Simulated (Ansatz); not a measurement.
This log comes from Ansatz, run on HgTe (started from an entry of an open crystallographic database). It starts from the r2SCAN minimum.

The cell given to it:
```
CELL_PARAMETERS angstrom
0.00000 3.28920 3.28920
3.28920 0.00000 3.28920
3.28920 3.28920 0.00000
ATOMIC_POSITIONS crystal
Hg 0.00000 0.00000 0.00000
Te 0.25000 0.25000 0.25000
```

Abridged output:
```
Functional definition: HSE06
Crystal: 2 atoms, lattice volume = 71.170 Å³
Basis set: ecut = 420 eV, 1411 PW (Γ)
Bands: 22, of which v1, the nominal top of the filled ones, is band 18 counted from 1 (17 counted from 0)
Symmetry: 24 space group operations
Space group: F-43m (ITA 216)
k-points: 8 of 64 (time reversal used)
Exchange kernel: α = 0.2500, screened, ω = 0.2079 Å⁻¹, Wigner–Seitz truncation, v(0) = 1041.0304 eV·Å³, q-mesh 4×4×4
preconditioner: auto → none  [σ=0.020 eV  ℏωp=18.7 eV]
relax step 1: F+E_penalty+E_count = -20801.49380073 eV  P = +0.150 GPa  Ω = 71.170 Å³
relax step 2: F+E_penalty+E_count = -20801.49376840 eV  P = -0.064 GPa  Ω = 71.555 Å³
relax step 3: F+E_penalty+E_count = -20801.49383181 eV  P = -0.001 GPa  Ω = 71.439 Å³
relax step 4: F+E_penalty+E_count = -20801.49385467 eV  P = -0.001 GPa  Ω = 71.439 Å³  (SCF on a basis re-selected at this cell)
hybrid SCF converged: 3 outer / 12 inner (+0 warm-up)
Free energy (F): -20801.493855 eV
Internal energy: -20801.492661 eV  (E = F + TS)
E sigma→0 (E₀):  -20801.493258 eV
Entropy (-TS):   -0.001194 eV (-0.597 meV/atom)
Fermi energy:    7.447412 eV
--- Stress (GPa, compression-positive) ---
       -0.001263       0.000000       0.000000
        0.000000      -0.001263       0.000000
        0.000000       0.000000      -0.001263
  P = ⅓ Tr σ = -0.0013 GPa (-0.013 kbar)
--- Relaxed structure (3 steps of the walk, 3 accepted, 1 SCFs on fresh bases) ---
  F+E_penalty+E_count = -20801.49385467 eV
  cell:  # Å, volume = 71.4390 Å³
    - [0.000000, 3.293330, 3.293330]
    - [3.293330, 0.000000, 3.293330]
    - [3.293330, 3.293330, 0.000000]
  atoms:
    - { symbol: Hg, position: [0.000000, 0.000000, 0.000000] }
    - { symbol: Te, position: [0.250000, 0.250000, 0.250000] }
```

**Question.** Reconstruct the input.

**Answer.**
```yaml
crystal:
  # lattice and atoms as above
kpoints:
  mp_grid: { grid: [4, 4, 4] }
hamiltonian:
  xc: hse06
scf:
  occupations: { method: fermi_dirac, width: 0.02 }
relax:
  f_tol: 0.005
  cell: {}
```
The relax steps with a changing cell volume need the relax block with cell. The exchange loop shows exact exchange. This is the file that was run; thresholds and some counts can't be read off the log exactly.

Run as `ansatz run input.yaml --threads 2 --pin off --max-ram 2211MiB --backend cpu --events-out ev --progress --plain --runs-dir out`.

(Simulation; spin polarisation is off.)
